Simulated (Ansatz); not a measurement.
**LiCl: the cell at several levels of theory**

One table from this session's results is given with a row withheld; the runs are named, their logs left out.

The runs shown are made with Ansatz 0.2.0. PAW datasets, plane waves, zero pressure. Calculated at 0 K for a non-magnetic cell.

## The cell

This is the cell as the run starts from it, not yet at rest; its lengths are not the crystal's.

It is cubic, Fm-3m (No. 225); conventional cell a = 4.502 Å, 11.41 Å³ an atom. Li has 6 Cl at 2.25 Å; Cl has 6 Li at 2.25 Å.

The structure in full:

```
CELL_PARAMETERS angstrom
0.00000 2.25107 2.25107
2.25107 0.00000 2.25107
2.25107 2.25107 0.00000
ATOMIC_POSITIONS crystal
Li 0.00000 0.00000 0.00000
Cl 0.50000 0.50000 0.50000
```

Set-up of the first run:

Input file input.yaml:

```yaml
crystal:
  lattice:
    - [0.0, 2.251066, 2.251066]
    - [2.251066, 0.0, 2.251066]
    - [2.251066, 2.251066, 0.0]
  atoms:
    - { symbol: Li, position: [0.0, 0.0, 0.0] }
    - { symbol: Cl, position: [0.5, 0.5, 0.5] }
kpoints:
  mp_grid: { grid: [8, 8, 8] }
hamiltonian:
  xc: pbe
scf:
  occupations: { method: fermi_dirac, width: 0.02 }
relax:
  f_tol: 0.005
  cell: {}
```

Launch:

```sh
$ ansatz run input.yaml --threads 4 --pin off --max-ram 7372MiB --backend cpu --events-out ev --progress --plain --runs-dir out
```

Among the steps run: Relaxation with PBE; Relaxing with r2SCAN; PBEsol: cell and atoms; LDA: cell and atoms; Relaxation with HSE06.

One of the session's tables, all rows but one given; the rest of the session is left out.

| level | a (Å) | volume (Å³/atom) |
| --- | --- | --- |
| PBE | 5.149 | 17.066 |
| r2SCAN | 5.112 | 16.699 |
| PBEsol | 5.064 | 16.236 |
| LDA | 4.965 | 15.299 |
| HSE06 | ? | ? |

Q: Estimate the row for HSE06 from the others.

The run gave: a (Å): 5.114; volume (Å³/atom): 16.722. In the column «a (Å)» it lies between r2SCAN (5.112) and PBE (5.149).

LDA gives the smallest cell and PBE the largest; they differ by 11.5 % in volume, a mean of 3.7 % in length. The meshes differ: PBE 8×8×8, r2SCAN 8×8×8, PBEsol 8×8×8, LDA 8×8×8, HSE06 6×6×6.
